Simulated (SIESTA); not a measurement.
The system is ZnSiP2.

```
Zn P Si
1.0
    -2.68670    2.68670    5.23003
     2.68670   -2.68670    5.23003
     2.68670    2.68670   -5.23003
Zn P Si
2 4 2
Direct
  0.75000 0.25000 0.50000
  0.00000 0.00000 0.00000
  0.14230 0.62500 0.01730
  0.60770 0.12500 0.98270
  0.87500 0.85770 0.48270
  0.37500 0.39230 0.51730
  0.25000 0.75000 0.50000
  0.50000 0.50000 0.00000
```

The cell is a database's computed one.

Base run:

| Quantity | Value |
| --- | --- |
| Program | SIESTA 5.4.2 |
| Functional | LDA |
| Potentials or basis | PseudoDojo 0.4 standard (LDA files) |
| Basis | DZP (energy shift 0.003 Ry; two zetas on semicore shells) |
| Grid cutoff | 800 Ry |
| Energy shift | 0.003 Ry |
| k mesh | 7 × 7 × 7 |
| Occupations | fermi-dirac, width 0.05 eV |
| Spin | no spin polarisation |

Its results: band gap on the k mesh 1.21 eV, direct; pressure -1.7 GPa; largest force 0.235 eV/Å.

Problem. The run is repeated on the same cell with these changes: functional from LDA to PBEsol; potentials or basis from PseudoDojo 0.4 standard (LDA files) to PseudoDojo 0.4 standard (PBEsol files). What comes out?

Solution. Band gap on the k mesh 1.19 eV, direct; pressure 0.7 GPa; largest force 0.188 eV/Å.

Caveats: short orbitals over semicore shells can move pressures by several GPa; the valence orbitals were made in a potential fitted to the semicore shell under them, which widens gaps by tenths of an eV or more; the basis of atomic orbitals isn't converged, which shifts pressures, moduli and gaps.

Not every run made on this cell is shown here.
